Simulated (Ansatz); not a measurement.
# Sn on Mg(0001), bridge start, 2x2 cell: photoemission fingerprints

What would XPS and UPS show for Sn on Mg(0001), bridge start, 2x2 cell?

Method: DFT, PBE, plane-wave PAW, default files, scalar-relativistic, in the first sound run; inputs show where later runs differ, in Ansatz 0.2.0.

### 1. Set-up

The cell holds 4 atoms: 4 Mg. Cell: a = 3.190 Å, b = 3.190 Å, c = 22.785 Å, α = 90.0°, β = 90.0°, γ = 60.0°. It derives from Mg. Vacuum lies along c.

### 2. The clean face

The clean face is the reference for what the added atoms change.

input.yaml reads:

```yaml
crystal:
  lattice:
    - [3.19, 0.0, 0.0]
    - [1.595, 2.7626210381, 0.0]
    - [0.0, 0.0, 22.785]
  atoms:
    - { symbol: Mg, position: [0.0, 0.0, 0.670836076] }
    - { symbol: Mg, position: [0.666666667, 0.666666667, 0.556945359] }
    - { symbol: Mg, position: [0.0, 0.0, 0.443054641] }
    - { symbol: Mg, position: [0.666666667, 0.666666667, 0.329163924] }
kpoints:
  mp_grid: { grid: [18, 18, 1] }
scf:
  occupations: { method: fermi_dirac, width: 0.05 }
  n_extra_bands: 12
hamiltonian:
  xc: pbe
  pseudopotentials: { kind: paw }
output:
  forces: true
  write_potential: true
  volumetric_format: []
  dos:
    projected: true
    de: 0.05
    e_range: [-30, 12]
    method: { smearing: { sigma: 0.1, scheme: gaussian } }
efield:
  axis: 3
  dipole_correction: true
relax:
  f_tol: 0.03
  max_steps: 50
  constraints: [{ sites: [2, 3] }]
```

On the command line:

```console
$ ansatz run input.yaml --threads 8 --pin off --max-ram 20480MiB --backend cpu --events-out ev --progress --plain --runs-dir out
```

Numbers of over 12 decimals in the logs are rounded to 6 here.

Log:

```text
scf.n_extra_bands = 12 over 20 filled bands (N_el = 40.0): the run solves 32 bands
Engine: ansatz 0.2.0, aarch64-unknown-linux-gnu
Pseudopotentials: kind: paw
Pseudopotential: Mg, paw, valence charge 10, recommended cutoff 420 eV (normal), Mg.paw.azcp
Functional definition: PBE
  parameter kappa = 0.804
  parameter beta = 0.066725
  exchange = pbe_x(kappa = kappa, mu = beta*pi^2/3)
  correlation = pbe_c(beta = beta)
Crystal: 4 atoms, lattice volume = 200.799 Å³
Basis set: ecut = 420 eV, 3977 PW (Γ), exchange–correlation on 48×48×320 points (8 copies of the dense FFT grid, shifted against one another)
Bands: 32, of which v1, the nominal top of the filled ones, is band 20 counted from 1 (19 counted from 0)
Symmetry: 6 space group operations
k-points: 37 of 324 (time reversal used)
Non-local potential: Mg, projectors of the file, l = 0: 3, l = 1: 2, l = 2: 1
PAW form: soft (Blöchl's): semilocal exchange-correlation on the pseudo side does not see the compensation charge
PAW one-centre angular grid: Mg, 110 points (default); XC on 64 Gauss nodes
Initial density: superposition of atomic densities (neutral atoms: chi_scale 0, normalization atom), corrected by the library's trained network
Initial wavefunctions: pseudopotential atomic-orbital guess
Functional: x = pbe(κ = 0.804, μ = 0.219515), c = pbe(β = 0.066725)
SCF iter   1: F=—  HF=-7694.609255 eV  |F-HF|=—  |Δ(HF+E_count)|=         —  Δρ=7.13e-4  dr2=4.73e-3  ethr=1.77e-3  p=0.000 e·Å  D=2.50e-14 V/Å  ΔV_dip=-0.00 eV  dr2_dipole=4.46e-8  V_vac-E_F(+/−)=3.83/3.83 eV  ⟨swp⟩=6.4  Hψ=6165  notcnv=0  defer=62
efield: sawtooth ramp at fractional position 0.9500 (placed from the atoms, in the widest stretch of the axis that holds none; the zero of the levels goes with the place), width 0.1000; the density the first Hamiltonian is built on has a dipole p = 0.000 e·Å; the dipole correction subtracts the counter field D = 2.50e-14 V/Å, which shifts the + side's vacuum level by -0.00 eV against the − side's; the planar-averaged density in the ramp window peaks in size at 5.0e-5 e/Å³
preconditioner: auto → LDOS  [metal: Δε(μ)=0.086 eV  Ē_g=7.186 eV  σ=0.050 eV  W_gap=0.35  n_scr=14 (ndim 8)  ℏωp=7.4 eV  f_vac=0.481  D(μ)=1.95/eV (n_scr^D=8)  β→1.0]
SCF iter   2: F=—  HF=-7694.609484 eV  |F-HF|=—  |Δ(HF+E_count)|=   2.28e-4  Δρ=2.75e-4  dr2=3.71e-4  ethr=1.18e-5  p=-0.000 e·Å  D=-3.93e-6 V/Å  ΔV_dip=0.00 eV  dr2_dipole=2.84e-8  V_vac-E_F(+/−)=3.79/3.79 eV  ⟨swp⟩=2.0  Hψ=1850  notcnv=0  defer=164
SCF iter   3: F=—  HF=-7694.609467 eV  |F-HF|=—  |Δ(HF+E_count)|=   1.61e-5  Δρ=1.05e-4  dr2=5.28e-5  ethr=9.26e-7  p=0.000 e·Å  D=2.16e-7 V/Å  ΔV_dip=-0.00 eV  dr2_dipole=3.48e-9  V_vac-E_F(+/−)=3.77/3.77 eV  ⟨swp⟩=3.0  Hψ=1891  notcnv=0  defer=164
iter 4 did not close the SCF: its close was put off for the readings that it lacked (scf_convergence_deferred on its scf_iter line)
SCF iter   4: F=-7694.609465 eV  HF=-7694.609464 eV  |F-HF|=4.17e-7  |Δ(HF+E_count)|=   3.18e-6  Δρ=1.62e-5  dr2=1.03e-6  ethr=1.32e-7  p=0.000 e·Å  D=8.22e-7 V/Å  ΔV_dip=-0.00 eV  dr2_dipole=2.45e-10  V_vac-E_F(+/−)=3.76/3.76 eV  ⟨swp⟩=3.0  Hψ=1864  notcnv=0  defer=164
iter 5 did not close the SCF: its close was put off for the readings that it lacked (scf_convergence_deferred on its scf_iter line)
SCF iter   5: F=-7694.609465 eV  HF=-7694.609465 eV  |F-HF|=2.46e-8  |Δ(HF+E_count)|=   7.02e-7  Δρ=4.33e-6  dr2=6.75e-8  ethr=2.57e-9  p=0.000 e·Å  D=1.82e-7 V/Å  ΔV_dip=-0.00 eV  dr2_dipole=3.57e-12  V_vac-E_F(+/−)=3.76/3.76 eV  ⟨swp⟩=2.1  Hψ=1616  notcnv=0  defer=164
SCF iter   6: F=-7694.609465 eV  HF=-7694.609465 eV  |F-HF|=2.17e-9  |Δ(HF+E_count)|=  9.82e-11  Δρ=1.92e-6  dr2=4.50e-9  ethr=1.69e-10  p=-0.000 e·Å  D=-1.12e-8 V/Å  ΔV_dip=0.00 eV  dr2_dipole=1.85e-12  V_vac-E_F(+/−)=3.76/3.76 eV  ⟨swp⟩=11.4  Hψ=7279  notcnv=0
SCF 1 converged in 6 iterations: F = -7694.609465 eV  dr2 = 4.50e-9
  greatest PAW one-centre occupation: 1.000 electrons in one spin orbital (limit 2), on the Mg atom at site 1 (counted from 0), in its partial waves of l = 0
relax step   1: F+E_penalty+E_count = -7694.60946500 eV  Δ(F+E_penalty+E_count) = +0.000e0 eV  max|allowed force component| = 4.974e-2 eV/Å  Δτ_max = 0.0000 Å  (6 SCF iters, dr2 threshold 2.25e-5 eV, accepted)
Initial density: handed on by an earlier stage of this run
Initial wavefunctions: those handed on with the density
iter 1 solved again at ethr=6.86e-6 eV; its pass at ethr=3.10e-3 eV (dr2=2.74e-3 eV) is discarded
SCF iter   1: F=—  HF=-7694.610398 eV  |F-HF|=—  |Δ(HF+E_count)|=         —  Δρ=2.56e-4  dr2=9.58e-4  ethr=6.86e-6  p=0.000 e·Å  D=2.34e-7 V/Å  ΔV_dip=-0.00 eV  dr2_dipole=1.75e-5  V_vac-E_F(+/−)=3.76/3.76 eV  ⟨swp⟩=2.4  Hψ=3967  notcnv=0  defer=173
efield: sawtooth ramp at fractional position 0.9500 (handed on by an earlier solve), width 0.1000; the density the first Hamiltonian is built on has a dipole p = 0.000 e·Å; the dipole correction subtracts the counter field D = 2.34e-7 V/Å, which shifts the + side's vacuum level by -0.00 eV against the − side's; the planar-averaged density in the ramp window peaks in size at 6.9e-6 e/Å³
preconditioner: auto → LDOS  [metal: Δε(μ)=0.022 eV  Ē_g=7.142 eV  σ=0.050 eV  W_gap=0.11  n_scr=14 (ndim 8)  ℏωp=7.4 eV  f_vac=0.478  D(μ)=2.05/eV (n_scr^D=8)  β→1.0]
SCF iter   2: F=—  HF=-7694.610327 eV  |F-HF|=—  |Δ(HF+E_count)|=   7.11e-5  Δρ=9.33e-5  dr2=1.14e-4  ethr=2.39e-6  p=-0.000 e·Å  D=-1.40e-4 V/Å  ΔV_dip=0.00 eV  dr2_dipole=2.04e-5  V_vac-E_F(+/−)=3.76/3.76 eV  ⟨swp⟩=1.8  Hψ=1146  notcnv=0  defer=173
SCF iter   3: F=—  HF=-7694.610326 eV  |F-HF|=—  |Δ(HF+E_count)|=   1.20e-6  Δρ=2.59e-5  dr2=5.72e-6  ethr=2.86e-7  p=0.000 e·Å  D=5.43e-5 V/Å  ΔV_dip=-0.00 eV  dr2_dipole=2.21e-8  V_vac-E_F(+/−)=3.76/3.76 eV  ⟨swp⟩=2.0  Hψ=1203  notcnv=0  defer=173
SCF iter   4: F=—  HF=-7694.610326 eV  |F-HF|=—  |Δ(HF+E_count)|=   4.01e-7  Δρ=5.63e-6  dr2=2.48e-7  ethr=1.43e-8  p=0.000 e·Å  D=1.01e-4 V/Å  ΔV_dip=-0.00 eV  dr2_dipole=2.37e-9  V_vac-E_F(+/−)=3.76/3.76 eV  ⟨swp⟩=2.0  Hψ=1154  notcnv=0  defer=173
SCF iter   5: F=-7694.610326 eV  HF=-7694.610326 eV  |F-HF|=3.82e-9  |Δ(HF+E_count)|=   4.16e-8  Δρ=1.44e-6  dr2=7.47e-9  ethr=2.50e-10  p=0.000 e·Å  D=1.30e-4 V/Å  ΔV_dip=-0.00 eV  dr2_dipole=9.57e-10  V_vac-E_F(+/−)=3.76/3.76 eV  ⟨swp⟩=13.9  Hψ=7284  notcnv=0
SCF 2 converged in 5 iterations: F = -7694.610326 eV  dr2 = 7.47e-9
  greatest PAW one-centre occupation: 1.000 electrons in one spin orbital (limit 2), on the Mg atom at site 2 (counted from 0), in its partial waves of l = 0
relax step   2: F+E_penalty+E_count = -7694.61032568 eV  Δ(F+E_penalty+E_count) = -8.607e-4 eV  max|allowed force component| = 1.373e-2 eV/Å  Δτ_max = 0.0300 Å  (5 SCF iters, accepted)
NSCF: frozen V_eff on 37 k-points
the band table was solved once a step of the walk had ended and its energy, with any forces and stress, was formed, with the checks that follow a solve (6766 applications of the Hamiltonian). They found nothing against the state; the energy, forces and stress were not computed again (output.eigenvalues in the input reference)
WARN: The output density's exchange-correlation potential varies sharply where the density is thin. Do not read a vacuum level from v_tot or v_xc, or from such a field of the output density. On a cell that repeats whose density bears no net charge and no dipole along the vacuum's axis use v_es (v_loc + v_h of the components); under efield.dipole_correction with no amplitude use v_es + v_field, which holds any externa [...]
SCF converged after 5 iterations
Free energy (F): -7694.610326 eV
Harris-Foulkes:  -7694.610326 eV  (|F-HF|=3.82e-9)
Internal energy: -7694.593863 eV  (E = F + TS)
E sigma→0 (E₀):  -7694.602094 eV
Entropy (-TS):   -0.016463 eV (-4.116 meV/atom)
Fermi energy:    0.592899 eV
Dipole field:    D = 0.000172 V/Å  (p = 0.000190 e·Å, saw-weighted, corrected)
Work function:   Φ+ = 3.7569 eV   Φ− = 3.7608 eV
Levels:          The Fermi level and band energies are counted from a zero that moves with the ramp; work functions are not
--- Per-component energies (eV) ---
  E_band       = -1631.482532
  E_kinetic    = 297.877345
  E_local      = -25631.497571  (includes V_loc(G=0)·N_el)
  E_nonlocal   = 383.031332
  E_hartree    = 11788.987731
  E_xc         = -112.358809
  E_vxc        = -144.879235  (∫ρ·V_xc dr)
  E_paw        = -1170.506755  (= ΣΔE_a)
  E_vpaw       = -113.982695  (= ΣTr[D̂ρ^β])
  E_aug_tail   = -0.000014  (compensation charges beyond the density's cutoff)
  E_efield     = 0.000000  (sawtooth field / dipole correction)
  E_vefield    = -0.000057  (∫n·V_field dr)
  E_ewald      = 6749.872877
  E_smearing   = -0.016463  (= −TS)
  E_closure    = -0.000000  (closes the sum)
  Σ components = -7694.610326   (vs F -7694.610326, Δ=0.00e0)
--- Forces (eV/Å), atoms counted from 1 ---
  atom   1  Mg     0.00000000    -0.00000000     0.01373073
  atom   2  Mg    -0.00000000     0.00000000    -0.01101555
  atom   3  Mg     0.00000000    -0.00000000     0.04485270
  atom   4  Mg    -0.00000000     0.00000000    -0.04757125
  max |Σ_I F_I| component: 3.38e-6 eV/Å
--- Band table (eV; the first three rows and the last of 37) ---
  k-point 0: bands = [... 16 lower, -6.0067, -5.2160, -3.9274, -2.1723, -0.4125, 1.7848, 3.3578, 4.3668, ... 8 higher]
  k-point 1: bands = [... 16 lower, -5.9456, -5.1553, -3.8673, -2.1125, -0.3558, 1.8422, 3.4164, 4.4257, ... 8 higher]
  k-point 2: bands = [... 16 lower, -5.7626, -4.9735, -3.6872, -1.9334, -0.1855, 2.0136, 3.5914, 4.6018, ... 8 higher]
  k-point 36: bands = [... 16 lower, 0.2973, 0.3234, 0.3321, 1.0002, 1.0056, 1.0143, 2.1722, 2.8225, ... 8 higher]
--- Relaxed structure (2 steps of the walk, 2 accepted, 0 SCFs on fresh bases) ---
  F+E_penalty+E_count = -7694.61032568 eV   max|allowed force component| = 1.373e-2 eV/Å
  atoms:
    - { symbol: Mg, position: [0, 0.0, 0.672154] }
    - { symbol: Mg, position: [0.666667, 0.666667, 0.557087] }
    - { symbol: Mg, position: [0.0, 0.0, 0.443054641] }
    - { symbol: Mg, position: [0.666667, 0.666667, 0.329163924] }
```

The job ended after 3.5 s (8 threads of Arm Neoverse V2, shared host; peak memory 0.7 GiB; 26 s of CPU time).

Relaxation path:

```csv
step,energy less that of the first step (eV),largest force component (eV/Å)
1,0.0000,0.0497
2,-0.0009,0.0137
```

Forces are held to the 6 operations that the run works with; a distortion that breaks them can't arise in this run.

The atoms that moved most (Å):

```csv
atom,dx,dy,dz,length
Mg1,0.000,0.000,0.030,0.030
```

The relaxed structure:

```cif
data_structure
_symmetry_space_group_name_H-M 'P 1'
_symmetry_Int_Tables_number 1
_cell_length_a 3.1900
_cell_length_b 3.1900
_cell_length_c 22.7850
_cell_angle_alpha 90.000
_cell_angle_beta 90.000
_cell_angle_gamma 60.000
_cell_volume 200.80
loop_
_atom_site_label
_atom_site_type_symbol
_atom_site_fract_x
_atom_site_fract_y
_atom_site_fract_z
_atom_site_occupancy
Mg1 Mg 0.00000 0.00000 0.67215 1
Mg2 Mg 0.66667 0.66667 0.55709 1
Mg3 Mg 0.00000 0.00000 0.44305 1
Mg4 Mg 0.66667 0.66667 0.32916 1
```

Numbers from this step:

* free energy: -7694.6103 eV
* energy at zero smearing: -7694.6021 eV
* smearing term TS: 0.01646 eV
* Fermi energy: 0.5929 eV
* symmetry operations: 6
* zero of energy: Fermi level
* share of occupied states in no projected shell: 0.2667 of the occupied states in the window
* DOS at the Fermi level: 2.031 states/eV/cell
* work function, upper face: 3.757 eV
* work function, lower face: 3.760 eV

This run's widths, added to any smearing of the DOS itself: Gaussian 0.45 eV, Lorentzian 0.2 eV. The intensity by binding energy, zero at the Fermi level; values in % of the maximum within 13 eV:

```csv
binding energy (eV),21.2 eV,100 eV,1253.6 eV,1486.7 eV,5950 eV
-1.0,1.99,2.52,1.94,1.92,1.87
-0.5,4.76,6.58,4.59,4.54,4.36
0.0,27.9,42.9,26.5,26.1,24.6
0.5,54.9,80.2,52.7,52.0,49.4
1.0,75.8,92.0,74.5,74.1,72.5
1.5,85.3,92.3,84.0,83.8,82.9
2.0,97.0,97.9,97.0,97.0,96.9
2.5,93.1,91.4,93.1,93.2,93.3
3.0,86.9,84.6,86.6,86.6,86.7
3.5,84.3,81.1,84.0,84.0,84.1
4.0,81.0,77.2,80.8,80.9,81.1
4.5,68.7,63.2,70.0,70.1,70.9
5.0,54.1,47.0,56.8,57.1,58.4
5.5,48.1,40.9,51.1,51.4,52.8
6.0,29.3,22.5,32.8,33.2,34.7
6.5,15.7,11.2,18.2,18.4,19.5
7.0,3.47,2.72,3.88,3.92,4.10
7.5,1.41,1.22,1.51,1.52,1.56
8.0,0.929,0.833,0.978,0.983,1.00
```

The planar mean, electrostatic potential oscillates, so the rows of the table below give means over windows of 1 Å about each position, cut where the curve ends. Its maxima inside the range that stand out by 2 % of the span (Å: eV): 8.8: 0.937, 11.4: 0.989, 14.0: 1.01. Its minima: 7.5: -11.8, 10.1: -11.8, 12.7: -11.8, 15.4: -11.8.

From the Fermi level. Table of planar mean, electrostatic potential by z; means over each step:

```csv
z (Å),"planar mean, electrostatic potential (eV)"
0,3.76
1,3.76
2,3.76
3,3.76
4,3.74
5,3.58
6,2.24
7,-5.64
8,-5.54
9,-0.170
10,-8.98
11,-1.23
12,-3.26
13,-7.61
14,0.309
15,-7.57
16,-3.40
17,2.72
18,3.64
19,3.75
20,3.76
21,3.76
22,3.76
```

The spectra weight each projected shell by its atomic cross section (Dirac–Hartree–Slater) and angular factor, for linear light with the analyser at 0° from the polarisation. Broadening, on top of any smearing of the DOS itself: a Gaussian of 0.45 eV and a Lorentzian of 0.2 eV plus 0 times the binding energy (full widths), Fermi edge at 77 K. Each atom is damped by exp[−depth/(λ cos θ)], θ = 75° from the normal, λ from the universal curve. Curves are cut 10 eV under the photon energy, above any shell that the free atom's threshold puts out of reach, or at the lower edge of the window: 8.3 eV at 21.2 eV, 8.3 eV at 100 eV, 8.3 eV at 1253.6 eV, 8.3 eV at 1486.7 eV and 8.3 eV at 5950 eV. Dipole terms alone, which is rough above 3 keV; no background, satellites or final-state effects.

Share of each shell in the spectrum's area (%), by photon energy:

```csv
shell,21.2 eV,100 eV,1253.6 eV,1486.7 eV,5950 eV
Mg 3s,96.8,85.3,98.1,98.4,99.7
Mg 3p*,3.2,14.7,1.9,1.6,0.3
```

At the Fermi level the DOS is 2.03 states/eV a cell.

(Part 1 of 5 ends here.)

[Logs are printed without paths, hosts, clocks, repeated set-up lines and the standing remarks that a program may print on its own settings, such as how far it seeks lower states.]

[Hosts, paths, dates, database ids (printed as entryN), source tags and the programs' standing remarks are cut or masked in the printed files.]

[Maps of the electrostatic potential energy from Ansatz leave out the sawtooth potential of an applied field or a dipole correction, so their vacuum need not be flat; work functions include it.]
